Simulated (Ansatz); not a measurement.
**ZnS (rocksalt type): how the settings move a single-point run**

Aim: see which settings change the result for ZnS (rocksalt type), by how much, and at what cost.

Computed with Ansatz 0.2.0 (reference: DFT, LDA, all-electron LAPW, scalar-relativistic, unless a step's input says otherwise).

## 1. The system as given

It takes space group Fm-3m (No. 225, cubic). Conventional cell: a = 4.966 Å, b = 4.966 Å, c = 4.966 Å, α = 90.00°, β = 90.00°, γ = 90.00°. Zn (site symmetry m-3m) is surrounded by 6 S at 2.48 Å. Around S (site symmetry m-3m) lie 6 Zn at 2.48 Å.

Structure file:

```xyz
2
Lattice="0.0000 2.4832 2.4832 2.4832 0.0000 2.4832 2.4832 2.4832 0.0000" Properties=species:S:1:pos:R:3 pbc="T T T"
Zn    0.0000    0.0000    0.0000
S     2.4832    2.4832    2.4832
```

## 2. The reference run

input.yaml

```yaml
crystal:
  lattice:
    - [0.0, 2.4832497089, 2.4832497089]
    - [2.4832497089, 0.0, 2.4832497089]
    - [2.4832497089, 2.4832497089, 0.0]
  atoms:
    - { symbol: Zn, position: [0.0, 0.0, 0.0] }
    - { symbol: S, position: [0.5, 0.5, 0.5] }
kpoints:
  mp_grid: { grid: [16, 16, 16] }
  band_path:
    path:
      - [0.0, 0.0, 0.0]
      - [0.5, 0.0, 0.5]
      - [0.625, 0.25, 0.625]
      - [0.375, 0.375, 0.75]
      - [0.0, 0.0, 0.0]
      - [0.5, 0.5, 0.5]
      - [0.5, 0.25, 0.75]
      - [0.5, 0.0, 0.5]
    npoints: 14
scf:
  occupations: { method: fermi_dirac, width: 0.08 }
hamiltonian:
  xc: lda
  pseudopotentials: { kind: all_electron, lapw: { basis_error: 0.001 } }
output:
  forces: true
  stress: true
  eigenvalues: true
  populations: true
  dos: { projected: true, de: 0.2, e_range: [-14, 8] }
```

Command:

```console
> ansatz run input.yaml --threads 1 --pin off --max-ram 2048MiB --backend cpu --events-out ev --progress --plain --runs-dir out
```

## 3. Variant: mp_grid.grid [8, 8, 8], occupations.method cold, occupations.width 0.15

Edit input.yaml of step 2 so:

```diff
@@ -9,3 +9,3 @@
 kpoints:
-  mp_grid: { grid: [16, 16, 16] }
+  mp_grid: { grid: [8, 8, 8] }
   band_path:
@@ -22,3 +22,3 @@
 scf:
-  occupations: { method: fermi_dirac, width: 0.08 }
+  occupations: { method: cold, width: 0.15 }
 hamiltonian:
@@ -31,2 +31 @@
   populations: true
-  dos: { projected: true, de: 0.2, e_range: [-14, 8] }
```

**Question.** What will these runs give? Wanted: for each run, ending; energy change; pressure; gap; force.

As calculated:

| run | ending | energy change | pressure (GPa) | gap (eV) | force (eV/Å) | cycles | time |
| --- | --- | --- | --- | --- | --- | --- | --- |
| reference | converged | 0 | 0.0 | 0.00 | 0.00 | 7 | 27 s |
| 1: mp_grid.grid [8, 8, 8], occupations.method cold, occupations.width 0.15 | converged | +0.1 meV/atom (σ→0) | 0.0 | 0.00 | 0.00 | 7 | 11 s |

Times don't compare one to one where runs were asked for different outputs or read a saved state (see the inputs); cycles may leave out searches for a lower state.

Residual by cycle in the longest SCF loop of each run; runs are numbered as in the table. The quantity is the density residual dr2, in eV.

| cycle | reference | run 1 |
| --- | --- | --- |
| 1 | 0.878 | 0.882 |
| 2 | 0.0212 | 0.018 |
| 3 | 0.00933 | 0.00907 |
| 4 | 0.00158 | 0.00162 |
| 5 | 4.4e-5 | 5.1e-5 |
| 6 | 4.3e-7 | 3.9e-7 |
| 7 | 1.4e-9 | 1.1e-9 |

What this shows: Changing the k-point mesh and smearing hardly moves the energy: +0.1 meV/atom. Semilocal functionals close small gaps, so the missing gap need not be the real solid's.
